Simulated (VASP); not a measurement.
Method: PBEsol GGA, VASP's PBE PAW potentials (set 64) (plane waves; VASP).

The input files of a VASP run:

**KPOINTS**
```
K-points
0
G
  7 3 1
```

### POSCAR
```
MgF2(110) slab
1
    3.0546676211     0.0000000000     0.0000000000
    0.0000000000     6.5420406572     0.0000000000
    0.0000000000     0.0000000000    24.8322847366
F Mg
12 6
Direct
  0.0000000000   0.5000000000   0.3167264405
  0.0000000000   0.0000000000   0.4484719697
  0.5000000000   0.8122110941   0.3632791570
  0.5000000000   0.1877889059   0.3632791570
  1.0000000000   0.5000000000   0.4196770597
  0.0000000000   0.5000000000   0.5803229403
  0.5000000000   0.3009736514   0.5000000000
  0.5000000000   0.6990263486   0.5000000000
  0.0000000000   0.0000000000   0.5515280303
  0.5000000000   0.8122110941   0.6367208430
  0.5000000000   0.1877889059   0.6367208430
  1.0000000000   0.5000000000   0.6832735595
  0.0000000000   0.0000000000   0.3710191945
  0.5000000000   0.5000000000   0.3623741839
  0.0000000000   0.5000000000   0.5000000000
  0.5000000000   0.0000000000   0.5000000000
  0.0000000000   0.0000000000   0.6289808055
  0.5000000000   0.5000000000   0.6376258161
```

INCAR:
```
SYSTEM=MgF2(110) slab
PREC=Normal; ENCUT=450; LREAL=Auto
LASPH=.TRUE.
EDIFF=1E-6; NELM=100; NELMIN=4
ALGO=Normal
ISMEAR=0; SIGMA=0.05
GGA=PS
LWAVE=.FALSE.; LCHARG=.FALSE.; LORBIT=11
LVHAR=.TRUE.
DIPOL=0.5 0.5 0.5
LDIPOL=.TRUE.; IDIPOL=3
```

POTCAR, in this order: F Mg (PBE.64 set). Program: vasp_std. Read from the step before: WAVECAR.

What VASP printed:

File OSZICAR:
```
       N       E                     dE             d eps       ncg     rms          rms(c)
DAV:   1    -0.961120632291E+02   -0.96112E+02   -0.60575E-05  1080   0.846E-02    0.621E-03
DAV:   2    -0.961120631803E+02    0.48750E-07   -0.20326E-05  1032   0.193E-02    0.441E-03
DAV:   3    -0.961120618971E+02    0.12832E-05   -0.70292E-07   690   0.958E-03    0.261E-03
DAV:   4    -0.961120600299E+02    0.18672E-05   -0.23084E-06   800   0.158E-02    0.102E-03
DAV:   5    -0.961120594677E+02    0.56222E-06   -0.10795E-06   628   0.748E-03
   1 F= -.96112059E+02 E0= -.96112059E+02  d E =-.209070E-10
```

OUTCAR:
```
------------------------ aborting loop because EDIFF is reached ----------------------------------------
  FORCE on cell =-STRESS in cart. coord.  units (eV):
  Direction    XX          YY          ZZ          XY          YZ          ZX
  --------------------------------------------------------------------------------------
  Total       -5.0346560     -3.6982566     -3.5597393     -0.0000000      0.0000000      0.0000000
  in kB      -16.2549826    -11.9402588    -11.4930393     -0.0000000      0.0000000      0.0000000
  external PRESSURE =     -13.2294269 kB  Pullay stress =       0.0000000 kB
  volume of cell :      496.24
      direct lattice vectors                 reciprocal lattice vectors
     3.054667621  0.000000000  0.000000000     0.327367859  0.000000000  0.000000000
     0.000000000  6.542040657  0.000000000     0.000000000  0.152857503  0.000000000
     0.000000000  0.000000000 24.832284737     0.000000000  0.000000000  0.040270157
 POSITION                                       TOTAL-FORCE (eV/Angst)
 -----------------------------------------------------------------------------------
      0.00000      3.27102      7.86504         0.000000      0.000000     -0.003133
      0.00000      0.00000     11.13658         0.000000      0.000000      0.018904
      1.52733      5.31352      9.02105         0.000000      0.015241     -0.001784
      1.52733      1.22852      9.02105         0.000000     -0.015241     -0.001784
      0.00000      3.27102     10.42154         0.000000      0.000000     -0.004134
      0.00000      3.27102     14.41074        -0.000000      0.000000      0.004134
      1.52733      1.96898     12.41614         0.000000     -0.023962     -0.000000
      1.52733      4.57306     12.41614         0.000000      0.023962     -0.000000
      0.00000      0.00000     13.69570        -0.000000      0.000000     -0.018904
      1.52733      5.31352     15.81123         0.000000      0.015241      0.001784
      1.52733      1.22852     15.81123         0.000000     -0.015241      0.001784
      0.00000      3.27102     16.96724         0.000000      0.000000      0.003133
      0.00000      0.00000      9.21325        -0.000000      0.000000      0.000160
      1.52733      3.27102      8.99858         0.000000      0.000000     -0.007281
      0.00000      3.27102     12.41614         0.000000      0.000000     -0.000000
      1.52733      0.00000     12.41614         0.000000      0.000000     -0.000000
      0.00000      0.00000     15.61903         0.000000      0.000000     -0.000160
      1.52733      3.27102     15.83371         0.000000      0.000000      0.007281
 -----------------------------------------------------------------------------------
    total drift:                                0.000000      0.000000      0.000000
  FREE ENERGIE OF THE ION-ELECTRON SYSTEM (eV)
  ---------------------------------------------------
  free  energy   TOTEN  =       -96.1120594677 eV

  energy  without entropy=      -96.1120594677  energy(sigma->0) =      -96.11205947

 total charge

# of ion       s       p       d       tot
------------------------------------------
    1        1.744   4.404   0.000   6.148
    2        1.742   4.429   0.000   6.171
    3        1.742   4.417   0.000   6.159
    4        1.742   4.417   0.000   6.159
    5        1.741   4.400   0.000   6.142
    6        1.741   4.400   0.000   6.142
    7        1.742   4.421   0.000   6.162
    8        1.742   4.421   0.000   6.162
    9        1.742   4.429   0.000   6.171
   10        1.742   4.417   0.000   6.159
   11        1.742   4.417   0.000   6.159
   12        1.744   4.404   0.000   6.148
   13        0.128   0.157   0.076   0.361
   14        0.129   0.161   0.078   0.369
   15        0.124   0.156   0.075   0.355
   16        0.128   0.164   0.080   0.372
   17        0.128   0.157   0.076   0.361
   18        0.129   0.161   0.078   0.369
--------------------------------------------------
tot         21.675  53.933   0.464  76.072
```
(Selected blocks of OUTCAR.)

**OUTCAR**
```
 val. band max:       -5.4623498549   @ k =   0.4286   0.0000   0.0000

 cond. band min:       0.3930310803   @ k =   0.0000   0.0000   0.0000


 Fermi energy:        -5.2396960071

 k-point     1 :       0.0000    0.0000    0.0000
  band No.  band energies     occupation
      1     -27.1837      2.00000
      2     -26.9142      2.00000
      3     -26.7532      2.00000
      4     -26.6199      2.00000
      5     -26.4663      2.00000
      6     -26.3418      2.00000
      7     -26.3412      2.00000
      8     -26.2051      2.00000
      9     -25.6823      2.00000
     10     -25.6416      2.00000
     11     -24.3697      2.00000
     12     -24.3694      2.00000
     13     -10.4834      2.00000
     14      -9.8694      2.00000
     15      -9.6740      2.00000
     16      -9.3718      2.00000
     17      -8.8768      2.00000
     18      -8.7935      2.00000
     19      -8.7788      2.00000
     20      -8.4660      2.00000
     21      -8.4286      2.00000
     22      -8.2644      2.00000
     23      -8.1055      2.00000
     24      -8.0673      2.00000
     25      -7.9587      2.00000
     26      -7.9470      2.00000
     27      -7.8998      2.00000
     28      -7.8878      2.00000
     29      -7.8605      2.00000
     30      -7.8599      2.00000
     31      -7.8402      2.00000
     32      -7.7202      2.00000
     33      -7.6043      2.00000
     34      -7.6027      2.00000
     35      -7.4710      2.00000
     36      -7.1763      2.00000
     37      -7.1557      2.00000
     38      -7.0831      2.00000
     39      -6.8670      2.00000
     40      -6.7538      2.00000
     41      -6.5664      2.00000
     42      -6.3497      2.00000
     43      -5.9036      2.00000
     44      -5.9035      2.00000
     45      -5.7718      2.00000
     46      -5.7095      2.00000
     47      -5.4888      2.00000
     48      -5.4849      2.00000
     49       0.3930      0.00000
     50       0.8580      0.00000
     51       2.0059      0.00000
...
```

At this cut-off the stress carries a Pulay error, which pulls relaxed volumes low.

The cell is a thin slab with vacuum, built from MgF2 (rutile): (110) face.
